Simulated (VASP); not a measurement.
# Ga (Cmce) in VASP: a series of runs, part 2 of 2

VASP 6.6.1. Earlier steps stand in the parts before.

### 4 Electric field gradients, PBEsol

Contents of INCAR:

```
PREC = Accurate
ENCUT = 500
EDIFF = 1E-7
ISMEAR = -1
SIGMA = 0.05
LREAL = False
LASPH = True
NELM = 100
ALGO = Fast
ISIF = 2
LWAVE = False
LCHARG = False
GGA = PS
LEFG = True
```

Contents of KPOINTS:

```
regular mesh
0
Gamma
  9 9 7
```

Contents of POSCAR:

```
Ga
1.0
    2.2615000000     -3.8305000000      0.0000000000
    2.2615000000      3.8305000000      0.0000000000
    0.0000000000      0.0000000000      4.5240000000
Ga
4
Direct
    0.8451000000      0.1549000000      0.0810000000
    0.6549000000      0.3451000000      0.5810000000
    0.1549000000      0.8451000000      0.9190000000
    0.3451000000      0.6549000000      0.4190000000
```

Potentials or basis: VASP PAW PBE potentials, release 64 (Ga).

Started as:

```console
$ cat potpaw_PBE.64/Ga/POTCAR > POTCAR
$ mpirun -np 1 vasp_std > vasp.out
```

OUTCAR:

```text
PREC = Accurate
   ENCUT = 500
   EDIFF = 1E-7
   ISMEAR = -1
   LREAL = False
   LASPH = True
   NELM = 100
   ISIF = 2
   GGA = PS

 ion  position               nearest neighbor table
   1  0.845  0.155  0.081-   3 2.48   2 2.69   2 2.69   4 2.73   4 2.73   3 2.79   3 2.79
   2  0.655  0.345  0.581-   4 2.48   1 2.69   1 2.69   3 2.73   3 2.73   4 2.79   4 2.79
   3  0.155  0.845  0.919-   1 2.48   4 2.69   4 2.69   2 2.73   2 2.73   1 2.79   1 2.79
   4  0.345  0.655  0.419-   2 2.48   3 2.69   3 2.69   1 2.73   1 2.73   2 2.79   2 2.79

  LATTYP: Found a base centered orthorhombic cell.
 ALAT       =     4.5230000000
 B/A-ratio  =     1.6937873093
 C/A-ratio  =     1.0002210922

  Lattice vectors:

 A1 = (   2.2615000000,  -3.8305000000,   0.0000000000)
 A2 = (   2.2615000000,   3.8305000000,   0.0000000000)
 A3 = (   0.0000000000,   0.0000000000,   4.5240000000)

Analysis of symmetry for initial positions (statically):
=====================================================================
 Subroutine PRICEL returns:
 Original cell was already a primitive cell.

 Routine SETGRP: Setting up the symmetry group for a
 base centered orthorhombic supercell.

 Subroutine GETGRP returns: Found  8 space group operations
 (whereof  4 operations were pure point group operations)
 out of a pool of  8 trial point group operations.

The static configuration has the point symmetry C_2h.
 The point group associated with its full space group is D_2h.

Analysis of symmetry for dynamics (positions and initial velocities):
=====================================================================
 Subroutine PRICEL returns:
 Original cell was already a primitive cell.

 Routine SETGRP: Setting up the symmetry group for a
 base centered orthorhombic supercell.

 Subroutine GETGRP returns: Found  8 space group operations
 (whereof  4 operations were pure point group operations)
 out of a pool of  8 trial point group operations.

The dynamic configuration has the point symmetry C_2h.
 The point group associated with its full space group is D_2h.

 Subroutine INISYM returns: Found  8 space group operations
 (whereof  4 operations are pure point group operations),
 and found     1 'primitive' translations

----------------------------------------------------------------------------------------

                                     Primitive cell

  volume of cell :      78.3799

  direct lattice vectors                    reciprocal lattice vectors
     2.261500000 -3.830500000  0.000000000     0.221092195 -0.130531262  0.000000000
     2.261500000  3.830500000  0.000000000     0.221092195  0.130531262  0.000000000
     0.000000000  0.000000000  4.524000000     0.000000000  0.000000000  0.221043324

  length of vectors
     4.448270731  4.448270731  4.524000000     0.256749234  0.256749234  0.221043324

  position of ions in fractional coordinates (direct lattice)
     0.845100000  0.154900000  0.081000000
     0.654900000  0.345100000  0.581000000
     0.154900000  0.845100000  0.919000000
     0.345100000  0.654900000  0.419000000

  ion indices of the primitive-cell ions
   primitive index   ion index
                 1           1
                 2           2
                 3           3
                 4           4

[... 100 lines left out ...]
   LEPSILON=     F    determine dielectric tensor
   LRPA    =     F    only Hartree local field effects (RPA)
 non-spin polarized calculation
 RMM-DIIS sequential band-by-band and
  energy-cutoff  :      500.00
  volume of cell :       78.38
 maximum number of plane-waves:      2012
   NGX = 17   NGY = 17   NGZ = 17

 number of electron      11.9999999 magnetization

 Free energy of the ion-electron system (eV)
  ---------------------------------------------------
  ext. energy  EPLUGINS =         0.00000000
  ---------------------------------------------------
  free energy    TOTEN  =       -13.36020004 eV

  energy without entropy =      -13.35403009  energy(sigma->0) =      -13.35711506

 E-fermi :   2.1702     XC(G=0):  -9.8196

 val. band max:        2.1490667031   @ k =  -0.4444   0.2222   0.0000
 cond. band min:       2.1825379069   @ k =   0.1111  -0.0000   0.1429
 fundamental gap:      0.0334712038
 Fermi energy:         2.1702227281

 k-point     1 :       0.0000    0.0000    0.0000
  band No.  band energies     occupation
      1      -8.8496      2.00000
      2      -2.0747      2.00000
      3      -1.5282      2.00000
      4       0.4172      2.00000
      5       0.4710      2.00000
      6       1.3980      2.00000
      7       3.0663      0.00000
      8       3.1057      0.00000
      9       3.1996      0.00000
     10       7.2602      0.00000
[... 287 lines left out ...]
 k-point    24 :       0.4444    0.4444    0.0000
  band No.  band energies     occupation
      1      -7.0825      2.00000
      2      -5.0150      2.00000
      3      -3.1005      2.00000
      4      -0.0167      2.00000
      5       0.5471      2.00000
      6       0.7364      2.00000
      7       3.4078      0.00000
      8       3.4509      0.00000
      9       4.4641      0.00000
     10       5.0797      0.00000

 [... further k-points ...]

------------------------ aborting loop because EDIFF is reached ----------------------------------------

  FORCE on cell =-STRESS in cart. coord.  units (eV):
  Direction    XX          YY          ZZ          XY          YZ          ZX
  --------------------------------------------------------------------------------------
  -------------------------------------------------------------------------------------
  Total       -0.4047571     -0.2726932     -0.6213648      0.0000000      0.0000000      0.0000000
  in kB       -8.2737123     -5.5741697    -12.7014297      0.0000000      0.0000000      0.0000000
  external PRESSURE =      -8.8497706 kB  Pullay stress =       0.0000000 kB

 VOLUME and BASIS-vectors are now :
 -----------------------------------------------------------------------------
  energy-cutoff  :      500.00
  volume of cell :       78.38
      direct lattice vectors                 reciprocal lattice vectors
     2.261500000 -3.830500000  0.000000000     0.221092195 -0.130531262  0.000000000
     2.261500000  3.830500000  0.000000000     0.221092195  0.130531262  0.000000000
     0.000000000  0.000000000  4.524000000     0.000000000  0.000000000  0.221043324

 POSITION                                       TOTAL-FORCE (eV/Angst)
 -----------------------------------------------------------------------------------
      2.26150     -2.64381      0.36644         0.000000      0.085898      0.032463
      2.26150     -1.18669      2.62844         0.000000     -0.085898      0.032463
      2.26150      2.64381      4.15756         0.000000     -0.085898     -0.032463
      2.26150      1.18669      1.89556         0.000000      0.085898     -0.032463
 -----------------------------------------------------------------------------------
    total drift:                                0.000000     -0.000000      0.000000

  FREE ENERGIE OF THE ION-ELECTRON SYSTEM (eV)
  ---------------------------------------------------
  free  energy   TOTEN  =       -13.3602000420 eV

  energy  without entropy=      -13.3540300854  energy(sigma->0) =      -13.35711506

 Electric field gradients (V/A^2)
---------------------------------------------------------------------
 ion       V_xx      V_yy      V_zz      V_xy      V_xz      V_yz
---------------------------------------------------------------------
   1      25.677   -34.649     8.972     0.000    -0.000   -25.238
   2      25.677   -34.649     8.972    -0.000     0.000    25.238
   3      25.677   -34.649     8.972    -0.000    -0.000   -25.238
   4      25.677   -34.649     8.972    -0.000     0.000    25.238
---------------------------------------------------------------------

 Electric field gradients after diagonalization (V/A^2)
 (convention: |V_zz| > |V_xx| > |V_yy|)
----------------------------------------------------------------------
 ion       V_xx      V_yy      V_zz     asymmetry (V_yy - V_xx)/ V_zz
----------------------------------------------------------------------
   1      25.677    20.518   -46.195       0.112
   2      25.677    20.518   -46.195       0.112
   3      25.677    20.518   -46.195       0.112
   4      25.677    20.518   -46.195       0.112
----------------------------------------------------------------------

           NMR quadrupolar parameters

 Cq : quadrupolar parameter    Cq=e*Q*V_zz/h
 eta: asymmetry parameters     (V_yy - V_xx)/ V_zz
 Q  : nuclear electric quadrupole moment in mb (millibarn)
----------------------------------------------------------------------
 ion       Cq(MHz)       eta       Q (mb)
----------------------------------------------------------------------
   1      -0.112       0.112       1.000
   2      -0.112       0.112       1.000
   3      -0.112       0.112       1.000
   4      -0.112       0.112       1.000
----------------------------------------------------------------------
```

It took 23 s on 1 thread of Intel Xeon 6975P-C (Granite Rapids), shared host; peak memory 0.22 GiB.

Results:

* Free energy: -13.3602 eV
* Pressure: -0.9 GPa
* Largest force: 0.092 eV/Å
* Band gap on the k mesh: none (metal or under the smearing width)

Forces in eV/Å, atoms in the order of the input:
```
Ga   0.000  0.086  0.032
Ga   0.000 -0.086  0.032
Ga   0.000 -0.086 -0.032
Ga   0.000  0.086 -0.032
```

Levels at points of the mesh, in eV from the Fermi level:
```csv
k point,band 4,band 5,band 6,band 7,band 8,band 9
"(0.00, 0.00, 0.00)",-1.75,-1.70,-0.77,0.90,0.94,1.03
```

Electric field gradients, principal values (V/Å²):
| atom | Vxx | Vyy | Vzz |
| --- | --- | --- | --- |
| 1 Ga | 20.518 | 25.677 | -46.195 |
| 2 Ga | 20.518 | 25.677 | -46.195 |
| 3 Ga | 20.518 | 25.677 | -46.195 |
| 4 Ga | 20.518 | 25.677 | -46.195 |

Caveat: the PAW data sets were made with another functional, which shifts forces and pressure a little.

### 5 The runs side by side

| potentials or basis | k mesh | cutoff (eV) | gap on the mesh (eV) | pressure (GPa) | largest force (eV/Å) |
| --- | --- | --- | --- | --- | --- |
| VASP PAW PBE potentials, release 64 (Ga_d) | 12 × 12 × 10 | 520 | none | -1.5 | 0.15 |
| VASP PAW PBE potentials, release 64 (Ga_d) | 9 × 9 × 7 | 700 | none | -1.5 | 0.12 |
| VASP PAW PBE potentials, release 64 (Ga) | 9 × 9 × 7 | 500 | none | -0.9 | 0.09 |

Alike in all rows: task electric field gradients; level PBEsol; no spin polarisation; cell as given; smearing fermi-dirac 0.05 eV.

Caveats: the PAW data sets were made with another functional, which shifts forces and pressure a little.

Total energies depend on the potentials used, so only differences within one code and one set of settings carry meaning.
